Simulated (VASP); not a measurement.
# BeS (F-43m) in VASP: a series of runs, part 2 of 2

VASP 6.6.1.

### 4 Single point, PBE (atoms moved at random, drawn with an rms of 0.05 Å)

The input, INCAR:

```
PREC     = Accurate       # precision mode
ENCUT    = 520            # plane-wave cutoff, eV
EDIFF    = 1E-7           # SCF threshold, eV
ISMEAR   = -1             # smearing method
SIGMA    = 0.05           # smearing width, eV
LREAL    = False          # projectors in reciprocal space
LASPH    = True           # aspherical terms in the spheres
NELM     = 100            # most SCF steps
ALGO     = Normal         # electronic algorithm
ISIF     = 2              # what is computed and relaxed
LWAVE    = False          # write WAVECAR
LCHARG   = True           # write CHGCAR
GGA      = PE             # functional
LELF     = True           # ELF
LVHAR    = True         
NBANDS   = 11             # bands
```

The input, KPOINTS:

```
regular mesh
0
Gamma
  9 9 9
```

The input, POSCAR:

```
BeS
1.0
    0.0000000000      2.4250000000      2.4250000000
    2.4250000000      0.0000000000      2.4250000000
    2.4250000000      2.4250000000      0.0000000000
S Be
1 1
Direct
    0.7546250000      0.7595160000      0.7327580000
   -0.0024890000     -0.0094740000      0.0016710000
```

Potentials or basis: VASP PAW PBE potentials, release 64 (S, Be).

Started as:

```
cat potpaw_PBE.64/S/POTCAR potpaw_PBE.64/Be/POTCAR > POTCAR
mpirun -np 1 vasp_std > vasp.out
```

OUTCAR:

```text
PREC = Accurate
   ENCUT = 520
   EDIFF = 1E-7
   ISMEAR = -1
   LREAL = False
   LASPH = True
   NELM = 100
   ISIF = 2
   GGA = PE

 ion  position               nearest neighbor table
   1  0.755  0.760  0.733-   2 2.05   2 2.08   2 2.12   2 2.15
   2  0.998  0.991  0.002-   1 2.05   1 2.08   1 2.12   1 2.15

  LATTYP: Found a face centered cubic cell.
 ALAT       =     4.8500000000

  Lattice vectors:

 A1 = (   0.0000000000,   2.4250000000,   2.4250000000)
 A2 = (   2.4250000000,   0.0000000000,   2.4250000000)
 A3 = (   2.4250000000,   2.4250000000,   0.0000000000)

Analysis of symmetry for initial positions (statically):
=====================================================================
 Subroutine PRICEL returns:
 Original cell was already a primitive cell.

 Routine SETGRP: Setting up the symmetry group for a
 face centered cubic supercell.

 Subroutine GETGRP returns: Found  1 space group operations
 (whereof  1 operations were pure point group operations)
 out of a pool of 48 trial point group operations.

The static configuration has the point symmetry C_1 .

[... 196 lines left out ...]
      1      -9.5193      2.00000
      2       3.9262      2.00000
      3       4.1831      2.00000
      4       4.3942      2.00000
      5       9.7640      0.00000
      6       9.8201      0.00000
      7       9.9520      0.00000
      8      10.0872      0.00000
      9      16.9853      0.00000
     10      16.9946      0.00000
     11      19.0011      0.00000
[... 533 lines left out ...]
 k-point    40 :       0.3333    0.3333    0.2222
  band No.  band energies     occupation
      1      -8.5171      2.00000
      2       0.1760      2.00000
      3       2.9441      2.00000
      4       3.1430      2.00000
      5       9.7452      0.00000
      6      11.2109      0.00000
      7      11.4969      0.00000
      8      12.7789      0.00000
      9      16.3374      0.00000
     10      17.8127      0.00000
     11      19.1237      0.00000

 [... further k-points ...]

------------------------ aborting loop because EDIFF is reached ----------------------------------------

  FORCE on cell =-STRESS in cart. coord.  units (eV):
  Direction    XX          YY          ZZ          XY          YZ          ZX
  --------------------------------------------------------------------------------------
  -------------------------------------------------------------------------------------
  Total        0.3331349      0.3268284      0.3029771      0.2860635     -0.0356595     -0.1299109
  in kB       18.7139487     18.3596796     17.0198293     16.0696987     -2.0031856     -7.2977835
  external PRESSURE =      18.0311525 kB  Pullay stress =       0.0000000 kB

 VOLUME and BASIS-vectors are now :
 -----------------------------------------------------------------------------
  energy-cutoff  :      520.00
  volume of cell :       28.52
      direct lattice vectors                 reciprocal lattice vectors
     0.000000000  2.425000000  2.425000000    -0.206185567  0.206185567  0.206185567
     2.425000000  0.000000000  2.425000000     0.206185567 -0.206185567  0.206185567
     2.425000000  2.425000000  0.000000000     0.206185567  0.206185567 -0.206185567

 POSITION                                       TOTAL-FORCE (eV/Angst)
 -----------------------------------------------------------------------------------
      3.61876      3.60690      3.67179         0.052822      0.242290     -0.531519
      2.40608      2.42302      4.82099        -0.052822     -0.242290      0.531519
 -----------------------------------------------------------------------------------
    total drift:                               -0.000027      0.000021     -0.000017

  FREE ENERGIE OF THE ION-ELECTRON SYSTEM (eV)
  ---------------------------------------------------
  free  energy   TOTEN  =        -9.9908494761 eV

  energy  without entropy=       -9.9908494760  energy(sigma->0) =       -9.99084948
```

OSZICAR:

```text
N       E                     dE             d eps       ncg     rms          rms(c)
DAV:   1     0.205168639448E+02    0.20517E+02   -0.38671E+03  8054   0.623E+02
DAV:   2    -0.893396395622E+01   -0.29451E+02   -0.28181E+02 10508   0.117E+02
DAV:   3    -0.101606922432E+02   -0.12267E+01   -0.12241E+01 10514   0.236E+01
DAV:   4    -0.101679945156E+02   -0.73023E-02   -0.73010E-02  9800   0.210E+00
DAV:   5    -0.101680549486E+02   -0.60433E-04   -0.60432E-04 10550   0.188E-01    0.568E+00
DAV:   6    -0.100307184198E+02    0.13734E+00   -0.11982E-01  9322   0.166E+00    0.387E+00
DAV:   7    -0.998950384208E+01    0.41215E-01   -0.12037E-01  9950   0.183E+00    0.102E+00
DAV:   8    -0.999071661044E+01   -0.12128E-02   -0.67827E-03 10368   0.429E-01    0.152E-01
DAV:   9    -0.999080255386E+01   -0.85943E-04   -0.51291E-04  9854   0.144E-01    0.292E-02
DAV:  10    -0.999084158343E+01   -0.39030E-04   -0.63841E-05  9770   0.456E-02    0.109E-02
DAV:  11    -0.999084912992E+01   -0.75465E-05   -0.15302E-05  9848   0.217E-02    0.828E-03
DAV:  12    -0.999084938780E+01   -0.25789E-06   -0.36380E-07 10176   0.430E-03    0.232E-03
DAV:  13    -0.999084952459E+01   -0.13679E-06   -0.99175E-08  9209   0.169E-03    0.298E-03
DAV:  14    -0.999084947607E+01    0.48517E-07   -0.87224E-09  4600   0.484E-04
   1 F= -.99908495E+01 E0= -.99908495E+01  d E =-.539173E-10
```

stdout:

```text
POSCAR found type information on POSCAR S Be
 POSCAR found :  2 types and       2 ions
 scaLAPACK will be used
 LDA part: xc-table for (Slater+PW92), standard interpolation
 POSCAR, INCAR and KPOINTS ok, starting setup
 FFT: planning ... GRIDC
 FFT: planning ... GRID_SOFT
 FFT: planning ... GRID
 WAVECAR not read
 entering main loop
```

Wall time 1.9 min (1 thread of Intel Xeon Platinum 8488C (Sapphire Rapids), shared host); peak memory 0.23 GiB.

Results:

```yaml
Free_energy: -9.9908 eV
Pressure: 1.8 GPa
Largest_force: 0.587 eV/Å
Band_gap_on_the_k_mesh: 2.97 eV, indirect (least direct gap 5.37 eV)
```

Forces on the atoms (eV/Å):
```
S    0.053  0.242 -0.532
Be  -0.053 -0.242  0.532
```

Caveat: an odd mesh through Γ misses points on the zone boundary, where band edges often lie.

### 5 Summary

```csv
level,cell,ladder,gap on the mesh (eV),pressure (GPa)
PBEsol,as given,free,3.03,-0.6
PBE,as given,-,3.20,1.6
PBE,"atoms moved at random, drawn with an rms of 0.05 Å",-,2.97,1.8
```

Alike in all rows: task single point; potentials or basis VASP PAW PBE potentials, release 64 (S, Be); no spin polarisation; k mesh 9 × 9 × 9; cutoff (eV) 520; smearing fermi-dirac 0.05 eV.

Caveats: an odd mesh through Γ misses points on the zone boundary, where band edges often lie; the PAW data sets were made with another functional, which shifts forces and pressure a little (some runs).

Absolute energies hang on the potentials; compare differences alone.
